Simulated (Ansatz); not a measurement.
# Worked example: AlH(CH3)I + C2H4O2 → AlH(CH3)(OH) + C2H3IO

Species: AlH(CH3)I, singlet; C2H4O2 (acetic acid) `CC(=O)O`, singlet; AlH(CH3)(OH), singlet; C2H3IO (acetyl iodide) `CC(=O)I`, singlet. The partners trade I for OH: Al–I and C–OH bonds give way to Al–OH and C–I.

Shapes, held fixed at every level: PBE0-D4/def2-TZVP. Flexible molecules stand in one conformer, not always the lowest. Programs: Ansatz 0.2.0. Electronic energies: no zero-point or thermal term.

At CCSD(T)/def2-TZVPP; 1 Eh = 2625.50 kJ/mol:

| species | energy (Eh) |
| --- | --- |
| AlH(CH3)I | -579.636433 |
| C2H4O2 | -228.759783 |
| AlH(CH3)(OH) | -358.229839 |
| C2H3IO | -450.145501 |

Problem. Work out ΔE of the reaction at this level.

Solution. 
1. Products less reactants: (-358.229839) + (-450.145501) − [(-579.636433) + (-228.759783)] = 0.020876 Eh = +54.8 kJ/mol.

Other levels give +45.4 (B3LYP-D4/def2-TZVPP) to +93.0 kJ/mol (HF/def2-TZVPP). No measured value is set beside it here. For atoms past krypton def2 sets carry core potentials with scalar relativity. Correlated rows may include outer-core shells of I, which these sets cover unevenly.
